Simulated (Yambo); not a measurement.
# Sb (I4/mmm) in Yambo: further runs, part 2 of 2

Yambo 5.3.0. Earlier steps stand in the parts before.

## (3) G0W0 quasiparticle levels, PBEsol, non-collinear spin, zero start, spin-orbit coupling

g0w04.in reads:

```
gw0
dyson
el_el_corr
rim_cut
HF_and_locXC
ppa
em1d
RandQpts= 1000000
RandGvec= 50 RL
EXXRLvcs= 80 Ry
VXCRLvcs= 80 Ry
Chimod= "HARTREE"
% BndsRnXp
 1 | 215 |
%
NGsBlkXp= 6 Ry
% LongDrXp
 1 | 1 | 1 |
%
PPAPntXp= 27.21138 eV
% GbndRnge
 1 | 215 |
%
GTermKind= "BG"
DysSolver= "n"
ExtendOut
% QPkrange
 1 | 1 | 9 | 20 |
 5 | 5 | 9 | 20 |
 13 | 13 | 9 | 20 |
%
```

scf.in reads:

```
&CONTROL
  calculation = 'scf'
  prefix = 'pwscf'
  outdir = './tmp'
  pseudo_dir = './pseudo'
/
&SYSTEM
  ibrav = 0
  nat = 1
  ntyp = 1
  ecutwfc = 80
  nbnd = 26
  occupations = 'smearing'
  smearing = 'fd'
  degauss = 0.00367493
  noncolin = .true.
  lspinorb = .true.
  force_symmorphic = .true.
/
&ELECTRONS
  conv_thr = 2d-10
  electron_maxstep = 120
  mixing_beta = 0.5
/
ATOMIC_SPECIES
Sb   121.7600 Sb.upf
CELL_PARAMETERS bohr
  -2.9792291705    2.9792291705    5.1248209020
   2.9792291705   -2.9792291705    5.1248209020
   2.9792291705    2.9792291705   -5.1248209020
ATOMIC_POSITIONS bohr
Sb     0.0000000000    0.0000000000    0.0000000000
K_POINTS automatic
12 12 12 0 0 0
```

nscf.in reads:

```
&CONTROL
  calculation = 'nscf'
  prefix = 'pwscf'
  outdir = './tmp'
  pseudo_dir = './pseudo'
/
&SYSTEM
  ibrav = 0
  nat = 1
  ntyp = 1
  ecutwfc = 80
  nbnd = 215
  occupations = 'smearing'
  smearing = 'fd'
  degauss = 0.00367493
  noncolin = .true.
  lspinorb = .true.
  force_symmorphic = .true.
/
&ELECTRONS
  conv_thr = 1d-08
  diago_full_acc = .true.
  diago_thr_init = 1d-06
/
ATOMIC_SPECIES
Sb   121.7600 Sb.upf
CELL_PARAMETERS bohr
  -2.9792291705    2.9792291705    5.1248209020
   2.9792291705   -2.9792291705    5.1248209020
   2.9792291705    2.9792291705   -5.1248209020
ATOMIC_POSITIONS bohr
Sb     0.0000000000    0.0000000000    0.0000000000
K_POINTS automatic
4 4 4 0 0 0
```

Potentials or basis: PseudoDojo 0.4 FR PBEsol standard.

Run with:

```bash
OMP_NUM_THREADS=1 pw.x -in scf.in > scf.out
OMP_NUM_THREADS=1 pw.x -in nscf.in > nscf.out
cd tmp/pwscf.save; p2y; mv SAVE ../..; cd ../..
OMP_NUM_THREADS=1 yambo
mkdir -p g0w04; ln -s $PWD/g0w00/ndb.pp* g0w04/
mkdir -p g0w04; ln -s $PWD/g0w00/ndb.RIM g0w04/
OMP_NUM_THREADS=1 yambo -F g0w04.in -J g0w04 -C g0w04_out
```

Yambo's report:

```text
[... sections 02.01 to 02.04 as in the set-up run ...]

  [02.05] Energies & Occupations
  ==============================

  [X] === General ===
  [X] Electronic Temperature                        :  0.258693E-1   300.200    [eV K]
  [X] Bosonic    Temperature                        :  0.258606E-1   300.100    [eV K]
  [X] Finite Temperature mode                       : yes
  [X] El. density                                   :  0.55634E+24 [cm-3]
  [X] Fermi Level                                   :  11.96705 [eV]

  [X] === Gaps and Widths ===
  [X] Conduction Band Min                           :  11.96705 [eV]
  [X] Valence Band Max                              :  11.96705 [eV]
  [X] Filled Bands                                  :  12
  [X] Metallic Bands                                :  13  18
  [X] Empty Bands                                   :   19  215

  [X] === Metallic Characters ===
  [X] N of el / N of met el                         :  15.00000   2.95192
  [X] Average metallic occ.                         :  0.245993

  [WARNING] [X] Metallic system

 [03] Transferred momenta grid and indexing
 ==========================================

 IBZ Q-points                                      :  13
 BZ  Q-points                                      :   64

 K/Q-points units:
 rlu = crystal or reduced units; cc = cartesian coordinates; iku = interal k-units

 Q [ 1]         [rlu]:  0.000000  0.000000  0.000000
 Q [ 2]         [rlu]:  0.19730E-17  0.74407E-17  0.25000
 Q [ 3]         [rlu]: -0.68150E-17 -0.12012E-16 -0.50000
 Q [ 4]         [rlu]: -0.48737E-18  0.25000      0.48737E-18
 Q [ 5]         [rlu]:  0.87896E-16  0.25000      0.25000
 Q [ 6]         [rlu]: -0.19493E-16 -0.50000      0.19493E-16
 Q [ 7]         [rlu]:  0.91529E-16 -0.50000      0.25000
 Q [ 8]         [rlu]:  0.250000  0.250000  0.250000
 Q [ 9]         [rlu]:  0.250000  0.250000 -0.250000
 Q [10]         [rlu]:  0.250000  0.500000 -0.500000
 Q [11]         [rlu]:  0.250000 -0.250000  0.250000
 Q [12]         [rlu]:  0.250000  0.750000 -0.500000
 Q [13]         [rlu]:  0.500000  0.500000 -0.500000

 [04] Coloumb potential Random Integration (RIM)
 ===============================================

 Summary of Coulomb integrals for non-metallic bands |Q|[au] RIM/Bare

 Q [1] 0.100000E-4 0.995383 * Q [4] 0.304934 1.069585
[... 219 lines left out ...]
  -nlXC: non-Local XC (Hartree-Fock)

  QP [eV] @ K [1] (iku):  0.000000  0.000000  0.000000
   B=9 Eo=-28.60 E=-27.24 E-Eo=  1.36 Re(Z)=0.36 Im(Z)= -0.09550 nlXC=-29.97560 lXC=-25.98454 So=  7.70211
   B=10 Eo=-28.60 E=-27.24 E-Eo=  1.36 Re(Z)=0.36 Im(Z)= -0.09550 nlXC=-29.97560 lXC=-25.98454 So=  7.70211
   B=11 Eo=-12.91 E=-12.20 E-Eo=  0.72 Re(Z)=0.41 Im(Z)=-0.735581E-2 nlXC= -18.5066 lXC= -11.5564 So=  8.69026
   B=12 Eo=-12.91 E=-12.20 E-Eo=  0.72 Re(Z)=0.41 Im(Z)=-0.735580E-2 nlXC= -18.5066 lXC= -11.5564 So=  8.69026
   B=13 Eo=  4.22 E=  3.18 E-Eo= -1.04 Re(Z)=0.72 Im(Z)= -0.01902 nlXC= -9.31293 lXC=-12.74145 So= -4.86489
   B=14 Eo=  4.22 E=  3.18 E-Eo= -1.04 Re(Z)=0.72 Im(Z)= -0.01902 nlXC= -9.31293 lXC=-12.74145 So= -4.86488
   B=15 Eo=  5.47 E=  4.36 E-Eo= -1.11 Re(Z)=0.72 Im(Z)= -0.06781 nlXC= -8.46169 lXC=-12.48070 So= -5.55693
   B=16 Eo=  5.47 E=  4.36 E-Eo= -1.11 Re(Z)=0.72 Im(Z)= -0.06781 nlXC= -8.46169 lXC=-12.48070 So= -5.55693
   B=17 Eo=  5.86 E=  4.72 E-Eo= -1.14 Re(Z)=0.75 Im(Z)= -0.03412 nlXC= -8.26788 lXC=-12.38918 So= -5.64845
   B=18 Eo=  5.86 E=  4.72 E-Eo= -1.14 Re(Z)=0.75 Im(Z)= -0.03412 nlXC= -8.26788 lXC=-12.38918 So= -5.64845
   B=19 Eo= 10.00 E=  9.46 E-Eo= -0.54 Re(Z)=0.72 Im(Z)= -0.01472 nlXC= -5.31347 lXC=-11.55976 So= -7.00029
   B=20 Eo= 10.00 E=  9.46 E-Eo= -0.54 Re(Z)=0.72 Im(Z)= -0.01472 nlXC= -5.31347 lXC=-11.55976 So= -7.00029

  QP [eV] @ K [5] (iku):  0.430046  0.215023  0.125000
   B=9 Eo=-28.57 E=-24.20 E-Eo=  4.37 Re(Z)=1.34 Im(Z)=  0.03623 nlXC=-30.01194 lXC=-26.00833 So=  7.29334
   B=10 Eo=-28.57 E=-24.20 E-Eo=  4.37 Re(Z)=1.34 Im(Z)=  0.03623 nlXC=-30.01194 lXC=-26.00833 So=  7.29334
   B=11 Eo= -8.37 E= -8.45 E-Eo= -0.08 Re(Z)=0.62 Im(Z)=-0.170519E-1 nlXC= -17.2289 lXC= -12.5854 So=  4.50613
   B=12 Eo= -8.37 E= -8.45 E-Eo= -0.08 Re(Z)=0.62 Im(Z)=-0.170519E-1 nlXC= -17.2289 lXC= -12.5854 So=  4.50613
   B=13 Eo= -4.23 E= -4.96 E-Eo= -0.72 Re(Z)=0.71 Im(Z)= -0.02368 nlXC=-13.74946 lXC=-10.80289 So=  1.92556
   B=14 Eo= -4.23 E= -4.96 E-Eo= -0.72 Re(Z)=0.71 Im(Z)= -0.02368 nlXC=-13.74946 lXC=-10.80289 So=  1.92556
   B=15 Eo=  0.04 E= -0.82 E-Eo= -0.86 Re(Z)=0.74 Im(Z)=-0.200913E-2 nlXC= -9.80268 lXC= -11.4671 So= -2.83523
   B=16 Eo=  0.04 E= -0.82 E-Eo= -0.86 Re(Z)=0.74 Im(Z)=-0.200913E-2 nlXC= -9.80268 lXC= -11.4671 So= -2.83523
   B=17 Eo=  1.04 E=  0.14 E-Eo= -0.89 Re(Z)=0.73 Im(Z)=-0.193985E-2 nlXC= -8.81842 lXC= -11.4343 So= -3.83530
   B=18 Eo=  1.04 E=  0.14 E-Eo= -0.89 Re(Z)=0.73 Im(Z)=-0.193985E-2 nlXC= -8.81842 lXC= -11.4343 So= -3.83531
   B=19 Eo=  5.56 E=  4.92 E-Eo= -0.64 Re(Z)=0.73 Im(Z)=-0.213957E-2 nlXC= -5.06680 lXC= -9.91316 So= -5.71857
   B=20 Eo=  5.56 E=  4.92 E-Eo= -0.64 Re(Z)=0.73 Im(Z)=-0.213957E-2 nlXC= -5.06680 lXC= -9.91316 So= -5.71857

  QP [eV] @ K [13] (iku): -0.860092 -0.860092 -0.500000
   B=9 Eo=-28.56 E=-27.73 E-Eo=  0.83 Re(Z)=0.26 Im(Z)=  0.26582 nlXC=-29.99573 lXC=-26.03270 So=  7.75609
   B=10 Eo=-28.56 E=-27.73 E-Eo=  0.83 Re(Z)=0.26 Im(Z)=  0.26582 nlXC=-29.99573 lXC=-26.03270 So=  7.75609
   B=11 Eo= -9.23 E= -9.08 E-Eo=  0.14 Re(Z)=0.65 Im(Z)= 0.546707E-2 nlXC= -17.8682 lXC= -12.8234 So=  5.26645
   B=12 Eo= -9.23 E= -9.08 E-Eo=  0.14 Re(Z)=0.65 Im(Z)= 0.546707E-2 nlXC= -17.8682 lXC= -12.8234 So=  5.26645
   B=13 Eo= -5.65 E= -6.23 E-Eo= -0.58 Re(Z)=0.65 Im(Z)= 0.128900E-1 nlXC= -14.0738 lXC= -10.1199 So=  3.05921
   B=14 Eo= -5.65 E= -6.23 E-Eo= -0.58 Re(Z)=0.65 Im(Z)= 0.128900E-1 nlXC= -14.0738 lXC= -10.1199 So=  3.05921
   B=15 Eo=  1.87 E=  0.95 E-Eo= -0.92 Re(Z)=0.74 Im(Z)=-0.195595E-2 nlXC= -8.90748 lXC= -11.5338 So= -3.88037
   B=16 Eo=  1.87 E=  0.95 E-Eo= -0.92 Re(Z)=0.74 Im(Z)=-0.195595E-2 nlXC= -8.90748 lXC= -11.5338 So= -3.88037
   B=17 Eo=  2.45 E=  1.49 E-Eo= -0.95 Re(Z)=0.73 Im(Z)=-0.219027E-2 nlXC= -8.37312 lXC= -11.3272 So= -4.24985
   B=18 Eo=  2.45 E=  1.49 E-Eo= -0.95 Re(Z)=0.73 Im(Z)=-0.219027E-2 nlXC= -8.37312 lXC= -11.3272 So= -4.24985
   B=19 Eo=  6.09 E=  5.67 E-Eo= -0.42 Re(Z)=0.75 Im(Z)= 0.174840E-2 nlXC= -5.74269 lXC= -10.6907 So= -5.50488
   B=20 Eo=  6.09 E=  5.67 E-Eo= -0.42 Re(Z)=0.75 Im(Z)= 0.174840E-2 nlXC= -5.74269 lXC= -10.6907 So= -5.50487

  [WR./g0w04//ndb.QP]-------------------------------------------------------------
   Lattice constants                                :  5.124821  5.124821  5.124821
   Coulomb cutoff potential                         : none
   Electronic Temperature                           :  300.2000 [K]
   Bosonic    Temperature                           :  300.1000 [K]
   Green`s function   energies                      : Perdew, Burke & Ernzerhof SOL(X)+Perdew, Burke & Ernzerhof SOL(C)
   wavefunctions                                    : Perdew, Burke & Ernzerhof SOL(X)+Perdew, Burke & Ernzerhof SOL(C)
   PPA    diel. fun.  energies                      : Perdew, Burke & Ernzerhof SOL(X)+Perdew, Burke & Ernzerhof SOL(C)
   wavefunctions                                    : Perdew, Burke & Ernzerhof SOL(X)+Perdew, Burke & Ernzerhof SOL(C)
   QP tot states                                    :   36
   GW solver                                        : Newton
   GW approximation                                 : PPA
   PPA imaginary Energy                             :  27.21138 ev
   RIM G`s                                          :   51
   RIM random pts                                   :  1000000
   dS/dw steps                                      :  2
   dS/dw step                                       :  0.100000 ev
   X G`s                                            :   61 used
   X G`s                                            :   61 disk
   X bands                                          :    1  215
   X poles                                          :  100.0000 o/o
   X e/h E range                                    : -1.000000 -1.000000 ev
   X Hxc Kernel                                     : HARTREE
   X BZ energy Double Grid                          : no
   X Optical Averaged directions                    : none
   Sc/G bands                                       :    1  215
   Sc/G damping                                     :  0.100000 ev
   Sc bands terminator                              : yes
   Sc terminator kind                               : BG
   Sc Terminator pole                               :  40.81708
   Sx RL components                                 :  2207

   QP @ state[ 1 ] K range                          :  1  1
   QP @ state[ 1 ] b range                          :   9  20
   QP @ state[ 2 ] K range                          :   5   5
   QP @ state[ 2 ] b range                          :   9  20
   QP @ state[ 3 ] K range                          :  13  13
   QP @ state[ 3 ] b range                          :   9  20
   GF energies kind                                 : Perdew, Burke & Ernzerhof SOL(X)+Perdew, Burke & Ernzerhof SOL(C)
   GF WF`s kind                                     : Perdew, Burke & Ernzerhof SOL(X)+Perdew, Burke & Ernzerhof SOL(C)
   Xs energies kind                                 : Perdew, Burke & Ernzerhof SOL(X)+Perdew, Burke & Ernzerhof SOL(C)
   Xs WF`s kind                                     : Perdew, Burke & Ernzerhof SOL(X)+Perdew, Burke & Ernzerhof SOL(C)
```

Results:

- Band gap on the k mesh, mean-field level: none (metal or under the smearing width)

Quasiparticle terms (eV):
| k point | band | Kohn-Sham level | Vxc | Σx | Σc | Z | result |
| --- | --- | --- | --- | --- | --- | --- | --- |
| (0.000, 0.000, 0.000) | 9 | -28.60 | -25.98 | -29.98 | 7.70 | 0.36 | -27.24 |
| (0.000, 0.000, 0.000) | 10 | -28.60 | -25.98 | -29.98 | 7.70 | 0.36 | -27.24 |
| (0.000, 0.000, 0.000) | 11 | -12.91 | -11.56 | -18.51 | 8.69 | 0.41 | -12.20 |
| (0.000, 0.000, 0.000) | 12 | -12.91 | -11.56 | -18.51 | 8.69 | 0.41 | -12.20 |
| (0.000, 0.000, 0.000) | 13 | 4.22 | -12.74 | -9.31 | -4.86 | 0.72 | 3.18 |
| (0.000, 0.000, 0.000) | 14 | 4.22 | -12.74 | -9.31 | -4.86 | 0.72 | 3.18 |
| (0.000, 0.000, 0.000) | 15 | 5.47 | -12.48 | -8.46 | -5.56 | 0.72 | 4.36 |
| (0.000, 0.000, 0.000) | 16 | 5.47 | -12.48 | -8.46 | -5.56 | 0.72 | 4.36 |
| (0.000, 0.000, 0.000) | 17 | 5.86 | -12.39 | -8.27 | -5.65 | 0.75 | 4.72 |
| (0.000, 0.000, 0.000) | 18 | 5.86 | -12.39 | -8.27 | -5.65 | 0.75 | 4.72 |
| (0.000, 0.000, 0.000) | 19 | 10.00 | -11.56 | -5.31 | -7.00 | 0.72 | 9.46 |
| (0.000, 0.000, 0.000) | 20 | 10.00 | -11.56 | -5.31 | -7.00 | 0.72 | 9.46 |
| (0.000, 0.250, 0.250) | 9 | -28.57 | -26.01 | -30.01 | 7.29 | 1.34 | -24.20 |
| (0.000, 0.250, 0.250) | 10 | -28.57 | -26.01 | -30.01 | 7.29 | 1.34 | -24.20 |
| (0.000, 0.250, 0.250) | 11 | -8.37 | -12.59 | -17.23 | 4.51 | 0.62 | -8.45 |
| (0.000, 0.250, 0.250) | 12 | -8.37 | -12.59 | -17.23 | 4.51 | 0.62 | -8.45 |
| (0.000, 0.250, 0.250) | 13 | -4.23 | -10.80 | -13.75 | 1.93 | 0.71 | -4.96 |
| (0.000, 0.250, 0.250) | 14 | -4.23 | -10.80 | -13.75 | 1.93 | 0.71 | -4.96 |
| (0.000, 0.250, 0.250) | 15 | 0.04 | -11.47 | -9.80 | -2.84 | 0.74 | -0.82 |
| (0.000, 0.250, 0.250) | 16 | 0.04 | -11.47 | -9.80 | -2.84 | 0.74 | -0.82 |

Caveat: the k mesh is coarse (spacing up to 0.70 Å⁻¹), so the values aren't converged; the potentials hold a filled d shell without the s and p states of that shell, which can shift GW gaps by tenths of an eV, either way; the plasmon-pole model is rough for a metal; the ground state has no gap, which makes the many-body step unreliable; this version prints the column dSc/dw multiplied by 27.2; the terminator is approximate in this version, by hundredths of an eV.

## (4) G0W0 quasiparticle levels, PBEsol, non-collinear spin, zero start, spin-orbit coupling

g0w05.in reads:

```
gw0
dyson
el_el_corr
HF_and_locXC
ppa
em1d
EXXRLvcs= 80 Ry
VXCRLvcs= 80 Ry
Chimod= "HARTREE"
% BndsRnXp
 1 | 215 |
%
NGsBlkXp= 6 Ry
% LongDrXp
 1 | 1 | 1 |
%
PPAPntXp= 27.21138 eV
% GbndRnge
 1 | 215 |
%
GTermKind= "BG"
DysSolver= "n"
ExtendOut
% QPkrange
 1 | 1 | 9 | 20 |
 5 | 5 | 9 | 20 |
 13 | 13 | 9 | 20 |
%
```

scf.in is that of step 3.

nscf.in is that of step 3.

Potentials or basis: PseudoDojo 0.4 FR PBEsol standard.

Run with:

```bash
OMP_NUM_THREADS=1 pw.x -in scf.in > scf.out
OMP_NUM_THREADS=1 pw.x -in nscf.in > nscf.out
cd tmp/pwscf.save; p2y; mv SAVE ../..; cd ../..
OMP_NUM_THREADS=1 yambo
OMP_NUM_THREADS=1 yambo -F g0w05.in -J g0w05 -C g0w05_out
```

Yambo's report:

```text
[... sections 02.01 to 02.04 as in the set-up run ...]

  [02.05] Energies & Occupations
  ==============================

  [X] === General ===
  [X] Electronic Temperature                        :  0.258606E-1   300.100    [eV K]
  [X] Bosonic    Temperature                        :  0.258606E-1   300.100    [eV K]
  [X] Finite Temperature mode                       : yes
  [X] El. density                                   :  0.55634E+24 [cm-3]
  [X] Fermi Level                                   :  11.96707 [eV]

  [X] === Gaps and Widths ===
  [X] Conduction Band Min                           :  11.96707 [eV]
  [X] Valence Band Max                              :  11.96707 [eV]
  [X] Filled Bands                                  :  12
  [X] Metallic Bands                                :  13  18
  [X] Empty Bands                                   :   19  215

  [X] === Metallic Characters ===
[... 338 lines left out ...]
   GW solver                                        : Newton
   GW approximation                                 : PPA
   PPA imaginary Energy                             :  27.21138 ev
   dS/dw steps                                      :  2
   dS/dw step                                       :  0.100000 ev
   X G`s                                            :   61 used
   X G`s                                            :   61 disk
   X bands                                          :    1  215
   X poles                                          :  100.0000 o/o
   X e/h E range                                    : -1.000000 -1.000000 ev
   X Hxc Kernel                                     : HARTREE
   X BZ energy Double Grid                          : no
   X Optical Averaged directions                    : none
   Sc/G bands                                       :    1  215
   Sc/G damping                                     :  0.100000 ev
   Sc bands terminator                              : yes
   Sc terminator kind                               : BG
   Sc Terminator pole                               :  40.81708
   Sx RL components                                 :  2207

   QP @ state[ 1 ] K range                          :  1  1
   QP @ state[ 1 ] b range                          :   9  20
   QP @ state[ 2 ] K range                          :   5   5
   QP @ state[ 2 ] b range                          :   9  20
   QP @ state[ 3 ] K range                          :  13  13
   QP @ state[ 3 ] b range                          :   9  20
   GF energies kind                                 : Perdew, Burke & Ernzerhof SOL(X)+Perdew, Burke & Ernzerhof SOL(C)
   GF WF`s kind                                     : Perdew, Burke & Ernzerhof SOL(X)+Perdew, Burke & Ernzerhof SOL(C)
   Xs energies kind                                 : Perdew, Burke & Ernzerhof SOL(X)+Perdew, Burke & Ernzerhof SOL(C)
   Xs WF`s kind                                     : Perdew, Burke & Ernzerhof SOL(X)+Perdew, Burke & Ernzerhof SOL(C)
```

Wall time 17 min (1 thread of Arm Neoverse V2, shared host); peak memory 1 GiB.

What came out:

```yaml
Band_gap_on_the_k_mesh_mean-field_level: none (metal or under the smearing width)
```

Quasiparticle terms (eV):
```
              k point  band  Kohn-Sham level     Vxc      Σx     Σc     Z  result
(0.000, 0.000, 0.000)     9           -28.60  -25.98  -29.42   7.46  0.36  -27.12
(0.000, 0.000, 0.000)    10           -28.60  -25.98  -29.42   7.46  0.36  -27.12
(0.000, 0.000, 0.000)    11           -12.91  -11.56  -17.96   8.40  0.41  -12.08
(0.000, 0.000, 0.000)    12           -12.91  -11.56  -17.96   8.40  0.41  -12.08
(0.000, 0.000, 0.000)    13             4.22  -12.74   -9.18  -4.71  0.73    3.38
(0.000, 0.000, 0.000)    14             4.22  -12.74   -9.18  -4.71  0.73    3.38
(0.000, 0.000, 0.000)    15             5.47  -12.48   -8.35  -5.38  0.73    4.56
(0.000, 0.000, 0.000)    16             5.47  -12.48   -8.35  -5.38  0.73    4.56
(0.000, 0.000, 0.000)    17             5.86  -12.39   -8.16  -5.47  0.75    4.93
(0.000, 0.000, 0.000)    18             5.86  -12.39   -8.16  -5.47  0.75    4.93
(0.000, 0.000, 0.000)    19            10.00  -11.56   -5.25  -6.79  0.72    9.66
(0.000, 0.000, 0.000)    20            10.00  -11.56   -5.25  -6.79  0.72    9.66
(0.000, 0.250, 0.250)     9           -28.57  -26.01  -29.45   7.05  1.38  -23.62
(0.000, 0.250, 0.250)    10           -28.57  -26.01  -29.45   7.05  1.38  -23.62
(0.000, 0.250, 0.250)    11            -8.37  -12.59  -16.74   4.29  0.62   -8.28
(0.000, 0.250, 0.250)    12            -8.37  -12.59  -16.74   4.29  0.62   -8.28
(0.000, 0.250, 0.250)    13            -4.23  -10.80  -13.33   1.79  0.72   -4.76
(0.000, 0.250, 0.250)    14            -4.23  -10.80  -13.33   1.79  0.72   -4.76
(0.000, 0.250, 0.250)    15             0.04  -11.47   -9.59  -2.77  0.74   -0.62
(0.000, 0.250, 0.250)    16             0.04  -11.47   -9.59  -2.77  0.74   -0.62
```

Caveat: the k mesh is coarse (spacing up to 0.70 Å⁻¹), so the values aren't converged; the potentials hold a filled d shell without the s and p states of that shell, which can shift GW gaps by tenths of an eV, either way; the plasmon-pole model is rough for a metal; the ground state has no gap, which makes the many-body step unreliable; this version prints the column dSc/dw multiplied by 27.2; the terminator is approximate in this version, by hundredths of an eV.

## (5) Overview

```csv
task,random integration of the Coulomb term,states corrected,"bands corrected (first, last)",direction of the field or of q to 0,broadening,other keys,gap on the mesh (eV)
Hartree-Fock levels,yes,all k points,"[11, 22]",-,-,-,none
G0W0 quasiparticle levels,yes,Γ and the k points of the band edges,"[9, 20]",x + y + z,0.1 eV,-,none
G0W0 quasiparticle levels,no,Γ and the k points of the band edges,"[9, 20]",x + y + z,0.1 eV,"several, not listed",none
```

Alike in all rows: level PBEsol; potentials or basis PseudoDojo 0.4 FR PBEsol standard; spin non-collinear, zero start, SOC; cell as given; k mesh 4 × 4 × 4; cutoff (eV) 1088; smearing fermi-dirac 0.05 eV; the mesh is coarse, so values aren't converged.

Caveats: all runs use coarse meshes; the potentials hold a filled d shell without the s and p states of that shell, which can shift GW gaps by tenths of an eV, either way; the ground state has no gap, which makes the many-body step unreliable; the plasmon-pole model is rough for a metal (some runs); this version prints the column dSc/dw multiplied by 27.2 (some runs); the terminator is approximate in this version, by hundredths of an eV (some runs).

Absolute energies hang on the potentials; compare differences alone.
